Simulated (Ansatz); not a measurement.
## PbS: sound and stiffness along [100], [110] and [111]

Level of theory: DFT PBEsol, scalar-relativistic, plane waves, PAW (Ansatz 0.2.0). Plane waves to 420 eV; Γ-centred k mesh 10×10×10; Gaussian smearing of 0.01 eV. No spin polarisation.

Relaxed structure:
```
Pb S
1.0
     0.00000    2.95141    2.95141
     2.95141    0.00000    2.95141
     2.95141    2.95141    0.00000
Pb S
1 1
Direct
  0.00000 0.00000 0.00000
  0.50000 0.50000 0.50000
```

Spin–orbit coupling is left out, which can shift energies with elements as heavy as these.

With ions relaxed, on the cubic axes: C11 = 148.5, C12 = 16.0, C44 = 19.9 GPa. The density is 7.727 g/cm³.

Question: Is the crystal stable against strain, and how anisotropic is it?

Answer: Born's conditions hold: C11 + 2C12 = 180.4, C11 − C12 = 132.5 and C44 = 19.9 GPa are all positive. B = (C11 + 2C12)/3 = 60.1 GPa. The two shear moduli are C44 and C′ = (C11 − C12)/2 = 66.3 GPa, so Zener's ratio is A = C44/C′ = 0.30: the shear C44 is the soft one, as in NaCl, KCl, the halide perovskites and the bcc metals V, Nb, Cr and Mo. The Cauchy pressure C12 − C44 is -4.0 GPa; it would vanish for pair forces between atoms on inversion centres at zero pressure, and a negative value is usual with directional bonding, though many-body forces give one in some ionic oxides too.

Question: Give the sound speeds along the three symmetry directions.

Answer: The Christoffel equation gives ρv² for each branch:
```
direction branch                    ρv²    GPa v (m/s)
    [100]              L                    C11  148.5     4384
    [100]         T (×2) C44   19.9     1607
    [110]              L   (C11 + C12 + 2C44)/2  102.2     3636
    [110]   T, u ∥ [001]                    C44   19.9     1607
    [110]  T, u ∥ [1-10]          (C11 − C12)/2   66.3     2928
    [111]              L  (C11 + 2C12 + 4C44)/3   86.7     3350
    [111]         T (×2) (C11 − C12 + C44)/3   50.8     2565
```

Question: How does Young's modulus depend on direction?

Answer: Inverting gives S11 = 6.879, S12 = -0.668, S44 = 50.125 TPa⁻¹. Along a unit vector (l, m, n), 1/E = S11 − 2(S11 − S12 − S44/2)(l²m² + m²n² + n²l²), where the last bracket is 0, 1/4 and 1/3 for [100], [110] and [111]: E = 145, 64 and 54 GPa. With A < 1 the cube edge is stiffest. For a film on (001), the biaxial modulus is C11 + C12 − 2C12²/C11 = 161 GPa and the normal strain is −2C12/C11 = -0.22 times the in-plane one.

Cost: 2 runs of about 0.97 core-minutes in all, on Arm Neoverse V1 (shared hosts).